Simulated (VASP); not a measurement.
# SnO2 (Cassiterite) (P4_2/mnm) in VASP: further runs

The runs below take SnO2 (Cassiterite) through single point, relaxation of cell and atoms, with PBE, r2SCAN.

All numbers are computed with VASP 6.6.1; they aren't measurements. Logs are shortened: lines on timing, memory, paths and dates and some standing lists are left out, and cuts for length are marked.

### Step 1. The structure

The structure is tetragonal, space group P4_2/mnm (No. 136). Conventional cell: a = 4.738 Å, b = 4.738 Å, c = 3.187 Å, α = 90.00°, β = 90.00°, γ = 90.00°. Sn (site symmetry mmm) is surrounded by 6 O at 2.05 to 2.06 Å. Around O (site symmetry m2m) lie 3 Sn at 2.05 to 2.06 Å.

### Step 2. Single point, PBE

File INCAR:

```
PREC = Accurate ; ENCUT = 520
EDIFF = 1E-7 ; ISMEAR = 0
SIGMA = 0.012 ; LREAL = False
LASPH = True ; NELM = 100
ALGO = Fast ; ISIF = 2
LWAVE = False ; LCHARG = False
GGA = PE ; NBANDS = 35
```

File KPOINTS:

```
regular mesh
0
Gamma
  6 6 8
```

File POSCAR:

```
SnO2
1.0
    4.7380000000      0.0000000000      0.0000000000
    0.0000000000      4.7380000000      0.0000000000
    0.0000000000      0.0000000000      3.1865000000
Sn O
2 4
Direct
    0.5000000000      0.5000000000      0.5000000000
    0.0000000000      0.0000000000      0.0000000000
    0.8071000000      0.1929000000      0.5000000000
    0.6929000000      0.6929000000      0.0000000000
    0.1929000000      0.8071000000      0.5000000000
    0.3071000000      0.3071000000      0.0000000000
```

Potentials or basis: VASP PAW PBE potentials, release 64 (Sn_d, O).

Run with:

```console
$ cat potpaw_PBE.64/Sn_d/POTCAR potpaw_PBE.64/O/POTCAR > POTCAR
$ mpirun -np 1 vasp_std > vasp.out
```

OUTCAR:

```text
PREC = Accurate
   ENCUT = 520
   EDIFF = 1E-7
   ISMEAR = 0
   LREAL = False
   LASPH = True
   NELM = 100
   ISIF = 2
   GGA = PE

 ion  position               nearest neighbor table
   1  0.500  0.500  0.500-   4 2.05   6 2.05   4 2.05   6 2.05   5 2.06   3 2.06   2 3.71   2 3.71
                             2 3.71   2 3.71   2 3.71   2 3.71   2 3.71   2 3.71
   2  0.000  0.000  0.000-   3 2.05   5 2.05   3 2.05   5 2.05   4 2.06   6 2.06   1 3.71   1 3.71
                             1 3.71   1 3.71   1 3.71   1 3.71   1 3.71   1 3.71
   3  0.807  0.193  0.500-   2 2.05   2 2.05   1 2.06
   4  0.693  0.693  0.000-   1 2.05   1 2.05   2 2.06
   5  0.193  0.807  0.500-   2 2.05   2 2.05   1 2.06
   6  0.307  0.307  0.000-   1 2.05   1 2.05   2 2.06

  LATTYP: Found a simple tetragonal cell.
 ALAT       =     4.7380000000
 C/A-ratio  =     0.6725411566

  Lattice vectors:

 A1 = (   4.7380000000,   0.0000000000,   0.0000000000)
 A2 = (   0.0000000000,   4.7380000000,   0.0000000000)
 A3 = (   0.0000000000,   0.0000000000,   3.1865000000)

Analysis of symmetry for initial positions (statically):
=====================================================================
 Subroutine PRICEL returns:
 Original cell was already a primitive cell.

 Routine SETGRP: Setting up the symmetry group for a
 simple tetragonal supercell.

 Subroutine GETGRP returns: Found 16 space group operations
 (whereof  8 operations were pure point group operations)
 out of a pool of 16 trial point group operations.

The static configuration has the point symmetry D_2h.
 The point group associated with its full space group is D_4h.

Analysis of symmetry for dynamics (positions and initial velocities):
=====================================================================
 Subroutine PRICEL returns:
 Original cell was already a primitive cell.

 Routine SETGRP: Setting up the symmetry group for a
 simple tetragonal supercell.

 Subroutine GETGRP returns: Found 16 space group operations
 (whereof  8 operations were pure point group operations)
 out of a pool of 16 trial point group operations.

The dynamic configuration has the point symmetry D_2h.
 The point group associated with its full space group is D_4h.

 Subroutine INISYM returns: Found 16 space group operations
 (whereof  8 operations are pure point group operations),
 and found     1 'primitive' translations

----------------------------------------------------------------------------------------

                                     Primitive cell
[... 99 lines left out ...]
   EDIFF  = 0.1E-06   stopping-criterion for ELM
   LREAL  =      F    real-space projection
   EDIFFG = 0.1E-05   stopping-criterion for IOM
   NSW    =      0    number of steps for IOM
   IBRION =     -1    ionic relax: 0-MD 1-quasi-New 2-CG
   NFREE  =      0    steps in history (QN), initial steepest desc. (CG)
   ISIF   =      2    stress and relaxation
   ISYM   =      2    0-nonsym 1-usesym 2-fastsym
   POTIM  = 0.5000    time-step for ionic-motion
   TEBEG  =    0.0;   TEEND  =   0.0 temperature during run
   PSTRESS=    0.0 pullay stress
   NELECT =      52.0000    total number of electrons
   NUPDOWN=      -1.0000    fix difference up-down
   EMIN   =  10.00;   EMAX   =-10.00  energy-range for DOS
   EFERMI =   0.00;   METHOD = LEGACY
   ISMEAR =     0;   SIGMA  =   0.01  broadening in eV -4-tet -1-fermi 0-gaus
   EFERMI_NEDOS =   21; number of points for ismear=-14 and -15
   IALGO  =     68    algorithm
   IMIX   =      4    mixing-type and parameters
     AMIX     =   0.40;   BMIX     =  1.00
     AMIX_MAG =   1.60;   BMIX_MAG =  1.00
  volume/ion in A,a.u.               =      11.92        80.45
  Fermi-wavevector in a.u.,A,eV,Ry     =   1.472000  2.781677 29.480903  2.166785
  Thomas-Fermi vector in A             =   2.587068
   LORBIT       =      0    0 simple, 1 ext, 2 COOP (PROOUT), +10 PAW based schemes
   GGA     = PE    functional components
   LHFCALC =     F    Hartree Fock is set to
   AEXX    =    0.0000 exact exchange contribution
   IVDW    =     0    specifies the selected vdW correction
   LEPSILON=     F    determine dielectric tensor
   LRPA    =     F    only Hartree local field effects (RPA)
 non-spin polarized calculation
 RMM-DIIS sequential band-by-band and
 Gauss-broadening in eV      SIGMA  =   0.01
  energy-cutoff  :      520.00
  volume of cell :       71.53
 maximum number of plane-waves:      1992
 NGX is ok and might be reduce to    36
   NGX = 17   NGY = 17   NGZ = 11

 number of electron      51.9999993 magnetization

 Free energy of the ion-electron system (eV)
  ---------------------------------------------------
  ext. energy  EPLUGINS =         0.00000000
  ---------------------------------------------------
  free energy    TOTEN  =       -37.15948859 eV

  energy without entropy =      -37.15948859  energy(sigma->0) =      -37.15948859

 E-fermi :   6.2296     XC(G=0): -11.2575

 val. band max:        6.1435695432   @ k =   0.0000   0.0000   0.0000
 cond. band min:       7.4159400036   @ k =   0.0000   0.0000   0.0000
 fundamental gap:      1.2723704604
 Fermi energy:         6.2296144002

 k-point     1 :       0.0000    0.0000    0.0000
  band No.  band energies     occupation
      1     -14.9631      2.00000
      2     -14.1851      2.00000
      3     -13.9016      2.00000
      4     -13.8797      2.00000
      5     -13.8797      2.00000
      6     -13.7997      2.00000
[... 901 lines left out ...]
     34      18.7208      0.00000
     35      18.8232      0.00000

 [... further k-points ...]
[... 5 lines left out ...]
  --------------------------------------------------------------------------------------
  -------------------------------------------------------------------------------------
  Total        4.7774425      4.7774425      6.2513430      0.0000000      0.0000000      0.0000000
  in kB      107.0044931    107.0044931    140.0167124      0.0000000      0.0000000      0.0000000
  external PRESSURE =     118.0085662 kB  Pullay stress =       0.0000000 kB

 VOLUME and BASIS-vectors are now :
 -----------------------------------------------------------------------------
  energy-cutoff  :      520.00
  volume of cell :       71.53
      direct lattice vectors                 reciprocal lattice vectors
     4.738000000  0.000000000  0.000000000     0.211059519  0.000000000  0.000000000
     0.000000000  4.738000000  0.000000000     0.000000000  0.211059519  0.000000000
     0.000000000  0.000000000  3.186500000     0.000000000  0.000000000  0.313823945

 POSITION                                       TOTAL-FORCE (eV/Angst)
 -----------------------------------------------------------------------------------
      2.36900      2.36900      1.59325        -0.000000     -0.000000      0.000000
      0.00000      0.00000      0.00000        -0.000000     -0.000000      0.000000
      3.82404      0.91396      1.59325        -0.208181      0.208181      0.000000
      3.28296      3.28296      0.00000         0.208181      0.208181      0.000000
      0.91396      3.82404      1.59325         0.208181     -0.208181      0.000000
      1.45504      1.45504      0.00000        -0.208181     -0.208181      0.000000
 -----------------------------------------------------------------------------------
    total drift:                               -0.000000      0.000000      0.000000

  FREE ENERGIE OF THE ION-ELECTRON SYSTEM (eV)
  ---------------------------------------------------
  free  energy   TOTEN  =       -37.1594885876 eV

  energy  without entropy=      -37.1594885876  energy(sigma->0) =      -37.15948859
```

Run time: 82 s. Hardware: 1 thread of Intel Xeon Platinum 8488C (Sapphire Rapids), shared host; peak memory 0.23 GiB.

What came out:

```yaml
Free_energy: -37.1595 eV
Pressure: 11.8 GPa
Largest_force: 0.294 eV/Å
Band_gap_on_the_k_mesh: 1.27 eV, direct
```

Forces in eV/Å, atoms in the order of the input:
```
Sn   0.000  0.000  0.000
Sn   0.000  0.000  0.000
O   -0.208  0.208  0.000
O    0.208  0.208  0.000
O    0.208 -0.208  0.000
O   -0.208 -0.208  0.000
```

Caveat: spin-orbit coupling is left out, which moves the levels of the heavy elements.

### Step 3. Relaxation of cell and atoms, r2SCAN

File INCAR:

```
SYSTEM = SnO2
ALGO = Normal ; EDIFF = 1E-6
EDIFFG = -0.01 ; ENCUT = 600
IBRION = 2 ; ISIF = 3
ISMEAR = 0 ; LASPH = .TRUE.
LCHARG = .FALSE. ; LMIXTAU = .TRUE.
LREAL = .FALSE. ; LWAVE = .FALSE.
METAGGA = R2SCAN ; NELM = 60
NSW = 40 ; PREC = Accurate
SIGMA = 0.05
```

File KPOINTS:

```
k-points
0
G
  5 5 6
  0 0 0
```

POSCAR is that of step 2.

Potentials or basis: VASP PAW PBE potentials, release 64 (Sn_d, O).

Run with:

```console
$ cat potpaw_PBE.64/Sn_d/POTCAR potpaw_PBE.64/O/POTCAR > POTCAR
$ mpirun -np 1 vasp_std > vasp.out
```

Wall time 23 min (1 thread of AMD EPYC 7R43 (Zen 3), shared host); peak memory 0.19 GiB.

The run converged. Its results:

```
Free energy                            : -84.6423 eV
Relaxed volume                         : 12.13 Å³/atom
Relaxed cell                           : a = 4.763 Å, b = 4.763 Å, c = 3.209 Å, α = 90.00°, β = 90.00°, γ = 90.00°
Space group after relaxing (to 0.05 Å) : P4_2/mnm (No. 136)
Energy gained by relaxing              : 3.6 meV/atom
Ionic steps                            : 5
Pressure after relaxing                : 0.0 GPa
Largest force after relaxing           : 0.008 eV/Å
Band gap on the k mesh                 : 1.74 eV, direct
```

Forces on the atoms (eV/Å):
```
Sn   0.000  0.000  0.000
Sn   0.000  0.000  0.000
O   -0.006  0.006  0.000
O    0.006  0.006  0.000
O    0.006 -0.006  0.000
O   -0.006 -0.006  0.000
```

Stress tensor (GPa, compression positive):
```
 0.07  0.00  0.00
 0.00  0.07  0.00
 0.00  0.00 -0.06
```

Step by step:
```
step  energy change (eV)  largest force (eV/Å)  pressure (GPa)  volume (Å³)
   1              0.0000                0.2774            4.34        71.53
   2              0.0241                0.2134           -6.11        74.92
   3             -0.0214                0.0594           -0.18        72.88
   4             -0.0214                0.0618           -0.08        72.86
   5             -0.0218                0.0084            0.03        72.79
```

Final structure:
```xyz
6
Lattice="4.7632 0.0000 0.0000 0.0000 4.7632 0.0000 0.0000 0.0000 3.2086" Properties=species:S:1:pos:R:3 pbc="T T T"
Sn    2.3816    2.3816    1.6043
Sn    4.7632    4.7632    3.2086
O     3.8387    0.9245    1.6043
O     3.3061    3.3061    3.2086
O     0.9245    3.8387    1.6043
O     1.4571    1.4571    0.0000
```

Levels at points of the mesh, in eV from the valence-band top:
```tsv
k point	band 24	band 25	band 26	band 27	band 28	band 29
(0.00, 0.00, 0.00)	-0.77	-0.77	0.00	1.74	6.76	7.02
(0.00, 0.00, 0.50)	-1.66	-1.26	-1.26	6.82	6.82	10.50
```

Caveat: the PAW data sets were made with another functional, which shifts forces and pressure a little; spin-orbit coupling is left out, which moves the levels of the heavy elements. r2SCAN opens gaps a little over a GGA but as a rule still falls short of measured ones.

### Step 4. Single point, PBE

File INCAR:

```
  ALGO = Normal
  EDIFF = 1E-6
  ENCUT = 520
  GGA = PE
  ISIF = 2
  ISMEAR = 0
  LASPH = T
  LCHARG = F
  LREAL = F
  LWAVE = F
  NELM = 80
  PREC = Accurate
  SIGMA = 0.011
```

File KPOINTS:

```
k-points
0
Gamma
  6 6 8
```

POSCAR is that of step 3.

Run with:

```console
$ cat potpaw_PBE.64/Sn_d/POTCAR potpaw_PBE.64/O/POTCAR > POTCAR
$ mpirun -np 1 vasp_std > vasp.out
```

Wall time 71 s (1 thread of AMD EPYC 7R13 (Zen 3), shared host); peak memory 0.2 GiB.

The run converged. Its results:

```yaml
Free_energy: -37.1595 eV
Pressure: 11.8 GPa
Largest_force: 0.294 eV/Å
Band_gap_on_the_k_mesh: 1.27 eV, direct
```

Forces in eV/Å, atoms in the order of the input:
```
Sn   0.000  0.000  0.000
Sn   0.000  0.000  0.000
O   -0.208  0.208  0.000
O    0.208  0.208  0.000
O    0.208 -0.208  0.000
O   -0.208 -0.208  0.000
```

Stress tensor (GPa, compression positive):
```
10.71  0.00  0.00
 0.00 10.71  0.00
 0.00  0.00 14.01
```

Levels at points of the mesh, in eV from the valence-band top:
```csv
k point,band 24,band 25,band 26,band 27,band 28,band 29
"(0.00, 0.00, 0.00)",-0.78,-0.78,0.00,1.27,6.15,6.35
"(0.50, 0.00, 0.00)",-1.19,-0.64,-0.64,4.44,4.44,7.09
"(0.50, 0.50, 0.00)",-1.31,-0.90,-0.90,4.84,4.84,7.53
"(0.00, 0.00, 0.50)",-1.66,-1.26,-1.26,6.23,6.23,9.78
"(0.50, 0.00, 0.50)",-1.10,-0.69,-0.69,6.51,6.51,8.07
"(0.50, 0.50, 0.50)",-0.97,-0.84,-0.84,4.92,4.92,8.88
```

Caveat: spin-orbit coupling is left out, which moves the levels of the heavy elements. Expect the measured gap to be larger: semilocal functionals such as PBE lack the derivative discontinuity.

### Step 5. Overview

| task | level | cell | k mesh | cutoff (eV) | smearing | gap on the mesh (eV) | pressure (GPa) | largest force (eV/Å) |
| --- | --- | --- | --- | --- | --- | --- | --- | --- |
| single point | PBE | as given | 6 × 6 × 8 | 520 | gaussian 0.012 eV | 1.27 | 11.8 | 0.29 |
| relaxation of cell and atoms | r2SCAN | relaxed | 5 × 5 × 6 | 600 | gaussian 0.05 eV | 1.74 | 0.0 | 0.01 |
| single point | PBE | as given | 6 × 6 × 8 | 520 | gaussian 0.011 eV | 1.27 | 11.8 | 0.29 |

Alike in all rows: potentials or basis VASP PAW PBE potentials, release 64 (Sn_d, O); no spin polarisation.

Caveats: spin-orbit coupling is left out, which moves the levels of the heavy elements; the PAW data sets were made with another functional, which shifts forces and pressure a little (some runs).

Absolute energies hang on the potentials; compare differences alone.
